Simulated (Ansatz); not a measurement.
## Stress against strain in AlN

```
CELL_PARAMETERS angstrom
0.00000 1.97800 1.97800
1.97800 0.00000 1.97800
1.97800 1.97800 0.00000
ATOMIC_POSITIONS crystal
Al 0.00000 0.00000 0.00000
N 0.50000 0.50000 0.50000
```

Atoms are numbered in the order listed.

Conventional cell: a = 3.956 Å, b = 3.956 Å, c = 3.956 Å, α = 90.00°, β = 90.00°, γ = 90.00°. Al (atom 1) has 6 N at 1.98 Å as nearest neighbours. N (atom 2) has 6 Al at 1.98 Å as nearest neighbours.

The geometry is COD entry 1523095, unchecked; take it as a test cell.

Computed with Ansatz 0.2.0, DFT, LDA, all-electron LAPW, scalar-relativistic.

Numerical set-up: a Γ-centred 10×10×10 k mesh, Fermi–Dirac smearing of 0.02 eV, basis error target 1 meV/atom, no spin polarisation.

The strain is applied along the Cartesian axes of the cell as listed (γ is the engineering shear, twice εxy = εyz = εzx). Fractional coordinates are held (clamped ions).

σ is the change of stress from the unstrained cell, which is at 12.45 GPa; tension is positive, so slopes are stress–strain coefficients at that pressure.

Only quantities that a quadratic follows smoothly over the whole series are listed; rougher ones are left out.

```
      γ  σxy (GPa)
-0.0300      -9.90
-0.0200      -6.70
 0.0000       0.00
 0.0100       3.50
 0.0200       7.09
 0.0300      10.77
```

Fit the series and read off the stiffness at zero strain.

Least-squares fits y = p0 + p1 x + p2 x² to the rows give σxy (GPa): p1 = 345, p2 = 480. So C44 (clamped ions) = 345 GPa.

One run, at γ = -0.0100, is withheld. Predict its row.

The fits give -3.40; the run gave -3.40.
